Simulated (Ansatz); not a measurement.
# AlV2C (P6_3/mmc) in Ansatz: relaxation of cell and atoms with PBE

Aim: the relaxation of cell and atoms of AlV2C with PBE.

Program: Ansatz 0.2.0. These are calculated values, not measurements. Logs are shortened: lines on timing, memory, paths and dates and some standing lists are left out, and cuts for length are marked.

## (1) Starting point

Symmetry: P6_3/mmc, No. 194, hexagonal system. The conventional cell has a = 2.888 Å, b = 2.888 Å, c = 13.105 Å, α = 90.00°, β = 90.00°, γ = 120.00°. V (site symmetry 3m) is surrounded by 3 C at 2.02 Å. Al (site symmetry -6m2) has 6 V at 2.72 Å and 6 Al at 2.89 Å as nearest neighbours. C (site symmetry -3m) has 6 V at 2.02 Å as nearest neighbours.

The cell comes from a database or a generator and needn't be the stable form of this composition.

## (2) Relaxation of cell and atoms, PBE, collinear spin, ferromagnetic start

File input.yaml:

```yaml
crystal:
  lattice:
    - [2.8875990726, 0.0, 0.0]
    - [-1.4437995363, 2.5007341528, 0.0]
    - [0.0, 0.0, 13.10482311]
  atoms:
    - { symbol: V, position: [0.3333333333, 0.6666666667, 0.91361578], spin: 2.0 }
    - { symbol: V, position: [0.6666666667, 0.3333333333, 0.08638422], spin: 2.0 }
    - { symbol: V, position: [0.6666666667, 0.3333333333, 0.41361578], spin: 2.0 }
    - { symbol: V, position: [0.3333333333, 0.6666666667, 0.58638422], spin: 2.0 }
    - { symbol: Al, position: [0.6666666667, 0.3333333333, 0.75] }
    - { symbol: Al, position: [0.3333333333, 0.6666666667, 0.25] }
    - { symbol: C, position: [0.0, 0.0, 0.5] }
    - { symbol: C, position: [0.0, 0.0, 0.0] }
hamiltonian:
  xc: pbe
  pseudopotentials: { kind: paw }
magnetization:
  spin_polarized: true
kpoints:
  mp_grid: { grid: [11, 11, 2] }
scf:
  occupations: { method: fermi_dirac, width: 0.05 }
output:
  forces: true
  stress: true
  eigenvalues: true
relax:
  f_tol: 0.01
  max_steps: 40
  cell: { stress_tol: 0.05 }
```

Potentials or basis: Ansatz PAW.

Launch:

```console
$ ansatz run input.yaml --threads 4 --pin off --max-ram 11264MiB --backend cpu --events-out ev --progress --plain --runs-dir out
```

What it wrote:

```text
Warning: RAYON_NUM_THREADS=4 ignored (pool sized by the plan → 4); use --threads N
Engine: ansatz 0.2.0, x86_64-unknown-linux-gnu
Pseudopotentials: kind: paw
Pseudopotential: V, paw, valence charge 13, recommended cutoff 420 eV (normal), V.paw.azcp
Pseudopotential: Al, paw, valence charge 3, recommended cutoff 420 eV (normal), Al.paw.azcp
Pseudopotential: C, paw, valence charge 4, recommended cutoff 420 eV (normal), C.paw.azcp
Functional definition: PBE
  parameter kappa = 0.804
  parameter beta = 0.06672455060314922
  exchange = pbe_x(kappa = kappa, mu = beta*pi^2/3)
  correlation = pbe_c(beta = beta)
Crystal: 8 atoms, lattice volume = 94.631 Å³
Basis set: ecut = 420 eV, 1855 PW (Γ), exchange–correlation on 40×40×180 points (8 copies of the dense FFT grid, shifted against one another)
Bands: 45, of which v1, the nominal top of the filled ones, is band 33 counted from 1 (32 counted from 0)
Symmetry: 24 space group operations
Space group: P63/mmc (ITA 194), of the structure as read, at distance tolerance 4.6e-5 Å
Magnetic group: BNS 194.263 (UNI 1493), of the structure as read, at distance tolerance 4.6e-5 Å
k-points: 32 of 242
Non-local potential: V, projectors of the file, l = 0: 3, l = 1: 2, l = 2: 3, l = 3: 1
Non-local potential: Al, projectors of the file, l = 0: 2, l = 1: 2, l = 2: 1
Non-local potential: C, projectors of the file, l = 0: 2, l = 1: 2, l = 2: 1
PAW form: soft (Blöchl's): semilocal exchange-correlation on the pseudo side does not see the compensation charge
PAW one-centre angular grid: V, 590 points (default); XC on 64 Gauss nodes
PAW one-centre angular grid: Al, 110 points (default); XC on 64 Gauss nodes
PAW one-centre angular grid: C, 110 points (default); XC on 64 Gauss nodes
Initial density: superposition of atomic densities (chi_scale 0.1, normalization cell, long waves kept (reshape's long-wave potential 0.18 eV rms))
Starting moments: Σ|m| = 8 μB on 4 of 8 sites
Initial wavefunctions: pseudopotential atomic-orbital guess
Functional: x = pbe(κ = 0.804, μ = 0.2195149727645171), c = pbe(β = 0.06672455060314922)
SCF iter   1: F=—  HF=-13230.789216 eV  |F-HF|=—  |Δ(HF+E_count)|=         —  Δρ=8.79e-2 (↑8.79e-2 ↓5.31e-2)  dr2=1.25e1  dr2_m=2.59e0  M=3.730 μB ∫|m|=4.515 μB  β_m=0.30  ethr=3.10e-3  ⟨swp⟩=6.0  Hψ=9880  notcnv=0
Mixer restart at iter 1: flushing history
preconditioner: auto → Kerker (q_TF=auto, 2.569 Å⁻¹)  [metal: Δε(μ)=0.007 eV  Ē_g=7.526 eV  σ=0.050 eV  W_gap=0.03  n_scr=28 (ndim 8)  ℏωp=22.3 eV  f_vac=0.000  D(μ)=3.92/eV (n_scr^D=40)]
spin=Collinear: Kerker preconditioning applied to the charge; magnetization (m = ρ↑ − ρ↓) channel mixes plain (no charge-response kernel on spin).
SCF iter   2: F=—  HF=-13227.675533 eV  |F-HF|=—  |Δ(HF+E_count)|=    3.11e0  Δρ=5.07e-2 (↑5.07e-2 ↓4.12e-2)  dr2=3.53e0  dr2_m=1.41e0  M=3.459 μB ∫|m|=4.265 μB  β_m=0.49  ethr=3.10e-3  ⟨swp⟩=2.6  Hψ=5235  notcnv=0  defer=132
SCF iter   3: F=—  HF=-13229.259572 eV  |F-HF|=—  |Δ(HF+E_count)|=    1.58e0  Δρ=2.90e-2 (↑2.05e-2 ↓2.90e-2)  dr2=7.29e-1  dr2_m=4.83e-1  M=2.556 μB ∫|m|=3.303 μB  β_m=0.74  ethr=3.10e-3  ⟨swp⟩=2.0  Hψ=4607  notcnv=0  defer=132
SCF iter   4: F=—  HF=-13230.378218 eV  |F-HF|=—  |Δ(HF+E_count)|=    1.12e0  Δρ=1.16e-2 (↑1.16e-2 ↓5.58e-3)  dr2=1.12e-1  dr2_m=4.98e-2  M=0.949 μB ∫|m|=1.383 μB  β_m=0.86  ethr=1.10e-3  ⟨swp⟩=2.6  Hψ=4975  notcnv=0  defer=141
SCF iter   5: F=—  HF=-13230.731471 eV  |F-HF|=—  |Δ(HF+E_count)|=         —  Δρ=1.23e-2 (↑1.23e-2 ↓4.88e-3)  dr2=8.22e-2  dr2_m=6.07e-2  M=0.158 μB ∫|m|=0.369 μB  β_m=0.86  ethr=1.70e-4  ⟨swp⟩=2.2  Hψ=4552  notcnv=0  defer=146
SCF iter   6: F=—  HF=-13230.777780 eV  |F-HF|=—  |Δ(HF+E_count)|=   4.63e-2  Δρ=2.43e-3 (↑2.43e-3 ↓1.93e-3)  dr2=4.75e-2  dr2_m=1.07e-3  M=0.025 μB ∫|m|=0.078 μB  β_m=0.93  ethr=1.25e-4  ⟨swp⟩=2.1  Hψ=4157  notcnv=0  defer=156
SCF iter   7: F=—  HF=-13230.772129 eV  |F-HF|=—  |Δ(HF+E_count)|=   5.65e-3  Δρ=4.26e-3 (↑2.34e-3 ↓4.26e-3)  dr2=4.92e-3  dr2_m=9.10e-3  M=0.045 μB ∫|m|=0.097 μB  β_m=0.97  ethr=7.20e-5  ⟨swp⟩=2.4  Hψ=4645  notcnv=0  defer=122
SCF iter   8: F=—  HF=-13230.774873 eV  |F-HF|=—  |Δ(HF+E_count)|=   2.74e-3  Δρ=1.11e-3 (↑9.89e-4 ↓1.11e-3)  dr2=3.69e-4  dr2_m=9.24e-4  M=-0.013 μB ∫|m|=0.029 μB  β_m=0.87  ethr=7.46e-6  ⟨swp⟩=2.0  Hψ=4411  notcnv=0  defer=149
SCF iter   9: F=—  HF=-13230.774761 eV  |F-HF|=—  |Δ(HF+E_count)|=   1.12e-4  Δρ=5.34e-4 (↑5.34e-4 ↓5.02e-4)  dr2=1.94e-5  dr2_m=2.29e-4  M=-0.006 μB ∫|m|=0.014 μB  β_m=0.90  ethr=5.60e-7  ⟨swp⟩=2.0  Hψ=3699  notcnv=0  defer=148
SCF iter  10: F=—  HF=-13230.774735 eV  |F-HF|=—  |Δ(HF+E_count)|=   2.62e-5  Δρ=8.18e-5 (↑8.18e-5 ↓7.78e-5)  dr2=6.47e-7  dr2_m=5.30e-6  M=-0.001 μB ∫|m|=0.002 μB  β_m=0.95  ethr=2.94e-8  ⟨swp⟩=2.1  Hψ=4108  notcnv=0  defer=148
SCF iter  11: F=—  HF=-13230.774776 eV  |F-HF|=—  |Δ(HF+E_count)|=   4.13e-5  Δρ=6.24e-6 (↑6.24e-6 ↓3.99e-6)  dr2=4.63e-8  dr2_m=1.47e-8  M=0.000 μB ∫|m|=0.000 μB  β_m=0.94  ethr=9.80e-10  ⟨swp⟩=2.4  Hψ=5244  notcnv=0  defer=148
SCF iter  12: F=—  HF=-13230.774776 eV  |F-HF|=—  |Δ(HF+E_count)|=   5.00e-9  Δρ=2.52e-6 (↑2.52e-6 ↓1.63e-6)  dr2=1.49e-8  dr2_m=5.81e-10  M=0.000 μB ∫|m|=0.000 μB  β_m=0.92  ethr=7.02e-11  ⟨swp⟩=2.0  Hψ=4768  notcnv=0  defer=148
SCF iter  13: F=-13230.774776 eV  HF=-13230.774776 eV  |F-HF|=2.09e-10  |Δ(HF+E_count)|=  3.11e-10  Δρ=3.64e-7 (↑3.64e-7 ↓2.84e-7)  dr2=3.11e-10  dr2_m=3.04e-11  M=-0.000 μB ∫|m|=0.000 μB  ethr=2.26e-11  ⟨swp⟩=6.9  Hψ=9299  notcnv=0
[... 53 lines left out ...]
the starting moments were not kept: the SCF closed with an absolute magnetisation of 4.4e-7 μB, where they sum to 8 μB in size (4 sites). That is at most 0.1 of that sum. Measured as dr2_m measures the in/out step, that magnetisation stands 2.5e-14 eV from none, at or under the dr2_threshold of 8.0e-11 eV: it is no larger than a step whose dr2_m would equal this threshold.
SCF 4 converged in 8 iterations: F = -13230.788786 eV  dr2 = 1.26e-12
relax step   4: F+E_penalty+E_count = -13230.78878600 eV  Δ(F+E_penalty+E_count) = -1.722e-3 eV  max|allowed force component| = 9.340e-5 eV/Å  Δτ_max = 0.0000 Å  P = +0.004 GPa  Ω = 95.943 Å³  stress off target by 6.73e-3 GPa  SCF on the basis re-selected at this cell (its energy is not comparable with the rows above)  (8 SCF iters)
basis re-selected at this cell: Δ(F+E_penalty+E_count) = -1.722e-3 eV, ΔP = +0.021 GPa vs the last step (what re-selecting the basis moved, of the pressure what is left beyond the Pulay correction that the steps carried, after the strain that the cell walked since its last selection, with what the two solves' SCF thresholds leave and, on support functions, any second-order correction that the steps lacked; it is no measure of the basis error at this ecutwfc). This SCF's stress stands 6.73e-3 GPa from its target on what of the cell is left free (relax.cell.stress_tol is 5.00e-2 GPa) and its largest allowed force component is 9.34e-5 eV/Å (relax.f_tol is 1.00e-2 eV/Å): within both
SCF converged after 8 iterations
Magnetization: 0.0000 μB (33.0000 up, 33.0000 down)
Absolute magnetization: 0.0000 μB (∫|ρ↑−ρ↓|, with the PAW one-centre terms)
Spin contamination: 0.0000 ħ² per cell (⟨S²⟩ above its minimum at these occupations)
Per-site moments (μB) at R_I (Å): [(6.501047398879891e-8, 0.8318952023825131), (6.501047410109542e-8, 0.8318952023825127), (6.501047409753298e-8, 0.8318952023825127), (6.50104740052818e-8, 0.8318952023825124), (-1.187588167094462e-8, 1.1289806272774259), (-1.187588168522667e-8, 1.1289806272774265), (-3.2496556609248095e-8, 0.8318952023825124), (-3.249655661639194e-8, 0.8318952023825127)]
Free energy (F): -13230.788786 eV
Harris-Foulkes:  -13230.788786 eV  (|F-HF|=7.28e-12)
Internal energy: -13230.756086 eV  (E = F + TS)
E sigma→0 (E₀):  -13230.772436 eV
Entropy (-TS):   -0.032700 eV (-4.087 meV/atom)
Fermi energy:    13.705518 eV
--- Per-component energies (eV) ---
  E_band       = -668.497148
  E_kinetic    = 1575.221217
  E_local      = -6578.106345  (includes V_loc(G=0)·N_el)
  E_nonlocal   = -114.101669
  E_hartree    = 3050.554428
  E_xc         = -701.946918
  E_vxc        = -844.743682  (∫ρ·V_xc dr)
  E_paw        = -5581.633391  (= ΣΔE_a)
  E_vpaw       = -807.876598  (= ΣTr[D̂ρ^β])
  E_aug_tail   = 0.000994  (compensation charges beyond the density's cutoff)
  E_ewald      = -4880.744404
  E_smearing   = -0.032700  (= −TS)
  E_closure    = 0.000000  (closes the sum)
  Σ components = -13230.788786   (vs F -13230.788786, Δ=0.00e0)
--- Forces (eV/Å), atoms counted from 1 ---
  atom   1  V     -0.00000000     0.00000000     0.00009340
  atom   2  V      0.00000000    -0.00000000    -0.00009340
  atom   3  V      0.00000000    -0.00000000     0.00009340
  atom   4  V     -0.00000000     0.00000000    -0.00009340
  atom   5  Al     0.00000000    -0.00000000     0.00000000
  atom   6  Al     0.00000000     0.00000000     0.00000000
  atom   7  C      0.00000000    -0.00000000    -0.00000000
  atom   8  C      0.00000000    -0.00000000     0.00000000
  max |Σ_I F_I| component: 1.13e-16 eV/Å
--- Stress (GPa, compression-positive) ---
        0.006731       0.000000       0.000000
       -0.000000       0.006731       0.000000
        0.000000       0.000000      -0.002917
  P = ⅓ Tr σ = 0.0035 GPa (0.035 kbar)
--- Band table (eV; the first three rows and the last of 64) ---
  k-point 0 ↑: bands = ["-50.6674", "-50.6673", "-50.6078", "-50.6077", "-24.7093", "-24.7072", "-24.3729", "-24.3707", "-24.3339", "-24.3339", "-24.3339", "-24.3339", "-24.2938", "-24.2938", "-24.2938", "-24.2938", "1.1197", "1.2066", "4.7320", "5.3295", "7.1619", "8.1885", "10.4503", "10.4503", "10.4531", "10.4531", "10.7519", "11.6119", "12.8157", "13.1133", "13.4366", "13.4366", "13.4523", "13.4523", "14.2824", "14.2824", "14.3185", "14.3185", "15.0704", "15.0704", "15.1197", "15.1197", "16.9229", "17.3246", "18.6970"]
  k-point 1 ↑: bands = ["-50.6674", "-50.6674", "-50.6078", "-50.6078", "-24.7083", "-24.7083", "-24.3718", "-24.3718", "-24.3339", "-24.3339", "-24.3339", "-24.3339", "-24.2938", "-24.2938", "-24.2938", "-24.2938", "1.1620", "1.1620", "4.9912", "4.9912", "7.6822", "7.6822", "10.4517", "10.4517", "10.4517", "10.4517", "11.1889", "11.1889", "12.9913", "12.9913", "13.4444", "13.4444", "13.4444", "13.4444", "14.3000", "14.3000", "14.3000", "14.3000", "15.0955", "15.0955", "15.0955", "15.0955", "17.0872", "17.0872", "19.2146"]
  k-point 2 ↑: bands = ["-50.6625", "-50.6625", "-50.6050", "-50.6050", "-24.7017", "-24.6998", "-24.3912", "-24.3897", "-24.3464", "-24.3457", "-24.3437", "-24.3437", "-24.3178", "-24.3177", "-24.2970", "-24.2970", "1.2537", "1.3323", "4.9227", "5.4682", "7.3657", "8.3453", "9.9607", "10.2264", "10.4723", "10.4749", "11.0886", "11.5911", "12.8162", "13.1629", "13.2255", "13.2703", "13.5502", "13.5697", "14.0165", "14.2305", "14.2320", "14.2705", "15.1187", "15.1323", "15.1848", "15.2238", "17.0185", "17.5751", "18.8888"]
  k-point 31 ↓: bands = ["-50.5868", "-50.5868", "-50.5806", "-50.5806", "-24.6572", "-24.6572", "-24.6266", "-24.6266", "-24.5856", "-24.5856", "-24.4961", "-24.4961", "-24.4075", "-24.4075", "-24.3926", "-24.3926", "3.1226", "3.1226", "8.3861", "8.3861", "8.9299", "8.9299", "9.8618", "9.8618", "10.7069", "10.7069", "11.1987", "11.1987", "11.8930", "11.8930", "12.2248", "12.2248", "13.0541", "13.0541", "14.6829", "14.6829", "15.1210", "15.1210", "15.7692", "15.7692", "15.8290", "15.8290", "16.1568", "16.1568", "17.5126"]
--- Relaxed structure (3 steps of the walk, 3 accepted, 1 SCFs on fresh bases) ---
  F+E_penalty+E_count = -13230.78878600 eV   max|allowed force component| = 9.340e-5 eV/Å   (the final SCF, on the basis selected at the relaxed cell)
  cell:  # Å, volume = 95.9434 Å³
    - [2.9042233868665384, 0.0, 0.0]
    - [-1.4521116934332692, 2.515131231291304, 0.0]
    - [0.0, 0.0, 13.134831101607107]
  atoms:
    - { symbol: V, position: [0.3333333333333333, 0.6666666666666666, 0.9146884870472363] }
    - { symbol: V, position: [0.6666666666666666, 0.3333333333333333, 0.08531151295276358] }
    - { symbol: V, position: [0.6666666666666666, 0.3333333333333333, 0.41468848704723643] }
    - { symbol: V, position: [0.3333333333333333, 0.6666666666666666, 0.5853115129527635] }
    - { symbol: Al, position: [0.6666666666666666, 0.3333333333333333, 0.75] }
    - { symbol: Al, position: [0.3333333333333333, 0.6666666666666666, 0.25] }
    - { symbol: C, position: [-1.731785229207884e-33, -6.899222933831663e-35, 0.5] }
    - { symbol: C, position: [-1.6654876950326818e-33, 8.022352248641409e-36, -2.985194967302823e-36] }
```

Wall time 21 s (4 threads of AMD EPYC 7R13 (Zen 3), shared host); peak memory 0.64 GiB.

What came out:

| Quantity | Value |
| --- | --- |
| Free energy | -13230.7888 eV |
| Relaxed volume | 11.99 Å³/atom |
| Relaxed cell | a = 2.904 Å, b = 2.904 Å, c = 13.135 Å, α = 90.00°, β = 90.00°, γ = 120.00° |
| Space group after relaxing (to 0.05 Å) | P6_3/mmc (No. 194) |
| Energy gained by relaxing | 1.8 meV/atom |
| Ionic steps | 4 |
| Pressure after relaxing | 0.0 GPa |
| Band gap on the k mesh | none (metal or under the smearing width) |
| Net moment | 0.00 μB per cell |
| Absolute moment | 0.00 μB per cell |

The path:
```tsv
step	energy change (eV)	largest force (eV/Å)	volume (Å³)
1	0.0000	0.2091	94.63
2	-0.0114	0.0371	96.20
3	-0.0123	0.0001	95.94
4	-0.0140	0.0001	95.94
```

Final structure:
```
V Al C
1.0
     2.90422    0.00000    0.00000
    -1.45211    2.51513    0.00000
     0.00000    0.00000   13.13483
V Al C
4 2 2
Cartesian
  0.0000 1.6768 12.0143
  1.4521 0.8384 1.1206
  1.4521 0.8384 5.4469
  0.0000 1.6768 7.6880
  1.4521 0.8384 9.8511
  0.0000 1.6768 3.2837
  0.0000 0.0000 6.5674
  0.0000 0.0000 0.0000
```

Caveat: the plane-wave basis is chosen anew once the cell has moved, so the energies of steps on either side of that aren't comparable; the starting moments weren't kept.
